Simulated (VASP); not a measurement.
**SiO2 (Quartz): input slips in a phonon run and what they do**

Some phonon runs on SiO2 (Quartz) get a fault in the input on purpose. Which of them show, and how? The starting structure is a measured crystal structure from the Crystallography Open Database.

Method: Kohn-Sham DFT with plane waves and PAW; LDA, in VASP 6.6.1.

### Step 1. Set-up

It takes space group P3_121 (No. 152, trigonal). The conventional cell has a = 4.916 Å, b = 4.916 Å, c = 5.409 Å, α = 90.00°, β = 90.00°, γ = 120.00°. Nearest to Si lie 4 O at 1.61 Å. Nearest to O lie 2 Si at 1.61 Å. Farther neighbours and most contacts between anions are not listed.

As a file:

```
Si O
1.0
     4.91580    0.00000    0.00000
    -2.45790    4.25721    0.00000
     0.00000    0.00000    5.40910
Si O
3 6
Direct
  0.46970 0.46970 0.00000
  0.00000 0.53030 0.66667
  0.53030 0.00000 0.33333
  0.85380 0.26800 0.45233
  0.73200 0.58580 0.78567
  0.41420 0.14620 0.11900
  0.26800 0.85380 0.54767
  0.58580 0.73200 0.21433
  0.14620 0.41420 0.88100
```

### Step 2. Reference modes

The cell comes from a relaxation at this level, not shown (110.54 Å³).

Contents of INCAR:

```
SYSTEM = SiO2
PREC = Accurate
ENCUT = 520
EDIFF = 1E-08
NELM = 100
ISMEAR = 0
SIGMA = 0.03
LREAL = .FALSE.
ALGO = Normal
GGA = CA
NBANDS = 33
LORBIT = 11
LWAVE = .FALSE.
LCHARG = .FALSE.
KPAR = 16
IBRION = 6
NFREE = 2
POTIM = 0.015
NSW = 1
ISIF = 2
```

Contents of POSCAR:

```
SiO2
1.0
    4.8731983454      0.0000000000      0.0000000000
   -2.4365991727      4.2203135648      0.0000000000
    0.0000000000      0.0000000000      5.3745426318
Si O
3 6
Direct
    0.4646546499      0.4646546499      0.0000000000
    0.0000000000      0.5353453501      0.6666666667
    0.5353453501      0.0000000000      0.3333333333
    0.8645277142      0.2760564768      0.4458099069
    0.7239435232      0.5884712373      0.7791432403
    0.4115287627      0.1354722858      0.1124765736
    0.2760564768      0.8645277142      0.5541900931
    0.5884712373      0.7239435232      0.2208567597
    0.1354722858      0.4115287627      0.8875234264
```

Contents of KPOINTS:

```
Automatic mesh
0
Gamma
6 6 4
0 0 0
```

Potentials, in the order of the species: Si and O (LDA family, release 64).

On the command line:

```sh
mpirun -np 16 vasp_std
```

Log:

```text
[banner, memory and clock lines left out]
running   16 mpi-ranks, on    1 nodes
 distrk:  each k-point on    1 cores,   16 groups
 distr:  one band on    1 cores,    1 groups

 POSCAR found type information on POSCAR SiO
 POSCAR found :  2 types and       9 ions
|                                                                             |
|           W    W    AA    RRRRR   N    N  II  N    N   GGGG   !!!           |
|           W    W   A  A   R    R  NN   N  II  NN   N  G    G  !!!           |
|           W    W  A    A  R    R  N N  N  II  N N  N  G       !!!           |
|           W WW W  AAAAAA  RRRRR   N  N N  II  N  N N  G  GGG   !            |
|           WW  WW  A    A  R   R   N   NN  II  N   NN  G    G                |
|           W    W  A    A  R    R  N    N  II  N    N   GGGG   !!!           |
|                                                                             |
|     For optimal performance we recommend to set                             |
|       NCORE = 2 up to number-of-cores-per-socket                            |
|     NCORE specifies how many cores store one orbital (NPAR=cpu/NCORE).      |
|     This setting can greatly improve the performance of VASP for DFT.       |
|     The default, NCORE=1 might be grossly inefficient on modern             |
|     multi-core architectures or massively parallel machines. Do your        |
|     Unfortunately you need to use the default for GW and RPA                |
|     calculations (for HF NCORE is supported but not extensively tested      |
|     yet).                                                                   |
|                                                                             |

 LDA part: xc-table for (Slater(with rela. corr.)+CA(PZ))
 , standard interpolation
 POSCAR, INCAR and KPOINTS ok, starting setup
 FFT: planning ... GRIDC
 FFT: planning ... GRID_SOFT
 FFT: planning ... GRID
 WAVECAR not read
 entering main loop
       N       E                     dE             d eps       ncg     rms          rms(c)
DAV:   1     0.264275730631E+03    0.26428E+03   -0.25482E+04  1584   0.135E+03
DAV:   2    -0.701775623332E+02   -0.33445E+03   -0.32281E+03  2037   0.307E+02
DAV:   3    -0.875392748814E+02   -0.17362E+02   -0.17283E+02  1983   0.743E+01
DAV:   4    -0.877344054351E+02   -0.19513E+00   -0.19493E+00  1951   0.878E+00
DAV:   5    -0.877375275164E+02   -0.31221E-02   -0.31210E-02  1984   0.108E+00    0.259E+01
DAV:   6    -0.781507046212E+02    0.95868E+01   -0.36643E+01  1865   0.322E+01    0.129E+01
DAV:   7    -0.780058476121E+02    0.14486E+00   -0.10143E+00  1960   0.502E+00    0.453E+00
DAV:   8    -0.779219027880E+02    0.83945E-01   -0.53914E-02  1936   0.167E+00    0.166E+00
DAV:   9    -0.779087181798E+02    0.13185E-01   -0.16713E-02  1976   0.931E-01    0.266E-01
DAV:  10    -0.779090677681E+02   -0.34959E-03   -0.18894E-03  1944   0.246E-01    0.941E-02
DAV:  11    -0.779090025099E+02    0.65258E-04   -0.51916E-04  2000   0.135E-01    0.215E-02
DAV:  12    -0.779090020241E+02    0.48579E-06   -0.12617E-05  1976   0.214E-02    0.635E-03
DAV:  13    -0.779090021120E+02   -0.87857E-07   -0.21288E-06  1992   0.815E-03    0.178E-03
DAV:  14    -0.779090021592E+02   -0.47234E-07   -0.65603E-08  1968   0.155E-03    0.835E-04
DAV:  15    -0.779090021646E+02   -0.53569E-08   -0.20501E-08  1400   0.768E-04
   1 F= -.77909002E+02 E0= -.77909002E+02  d E =-.156140E-17
[... from here on, the cycles between the ionic steps are left out ...]
   2 F= -.77903928E+02 E0= -.77903928E+02  d E =-.149027E-16
   3 F= -.77903775E+02 E0= -.77903775E+02  d E =-.745301E-18
   4 F= -.77903557E+02 E0= -.77903557E+02  d E =-.544561E-16
   5 F= -.77903557E+02 E0= -.77903557E+02  d E =-.112836E-17
   6 F= -.77907336E+02 E0= -.77907336E+02  d E =-.135036E-15
   7 F= -.77907289E+02 E0= -.77907289E+02  d E =-.185937E-19
   8 F= -.77905170E+02 E0= -.77905170E+02  d E =-.156501E-16
   9 F= -.77905168E+02 E0= -.77905168E+02  d E =-.167605E-18
  10 F= -.77906089E+02 E0= -.77906089E+02  d E =-.289461E-17
 Finite differences progress:
  Degree of freedom:   5/  5
  Displacement:        1/  2
  Total:               9/ 10
 bond charge predicted
       N       E                     dE             d eps       ncg     rms          rms(c)
DAV:   1    -0.779073480549E+02   -0.12588E-02   -0.33188E+00  5016   0.110E+01    0.600E-01
DAV:   2    -0.779075420663E+02   -0.19401E-03   -0.40642E-02  6384   0.127E+00    0.201E-01
DAV:   3    -0.779062513522E+02    0.12907E-02   -0.25497E-03  6384   0.402E-01    0.760E-02
DAV:   4    -0.779061812958E+02    0.70056E-04   -0.90548E-04  6384   0.184E-01    0.521E-02
DAV:   5    -0.779061794053E+02    0.18905E-05   -0.46785E-05  6224   0.452E-02    0.340E-02
DAV:   6    -0.779061780288E+02    0.13765E-05   -0.48942E-06  6384   0.160E-02    0.764E-03
DAV:   7    -0.779061773953E+02    0.63350E-06   -0.20168E-06  6104   0.112E-02    0.138E-03
DAV:   8    -0.779061774287E+02   -0.33417E-07   -0.44856E-07  6360   0.403E-03    0.150E-03
DAV:   9    -0.779061774254E+02    0.32933E-08   -0.96548E-09  4392   0.945E-04
  11 F= -.77906177E+02 E0= -.77906177E+02  d E =-.847349E-18
 Finite differences progress:
  Degree of freedom:   5/  5
  Displacement:        2/  2
  Total:              10/ 10
```

Run time: 3.2 min. Hardware: 16 MPI ranks of Intel Xeon Platinum 8488C (Sapphire Rapids), shared host; peak memory 7.7 GiB; 51 min of CPU time.

The logs omit lines about the potential files and the build; timing stands in the text.

[end of part 1 of 3]

[Lines on the potential files, build, host, timing and source positions are cut from VASP's logs without a mark.]

[Logs are printed without paths, hosts, clocks, repeated set-up lines and the standing remarks that a program may print on its own settings, such as how far it seeks lower states.]

[Hosts, paths, dates, database ids (printed as entryN), source tags and the programs' standing remarks are cut or masked in the printed files.]
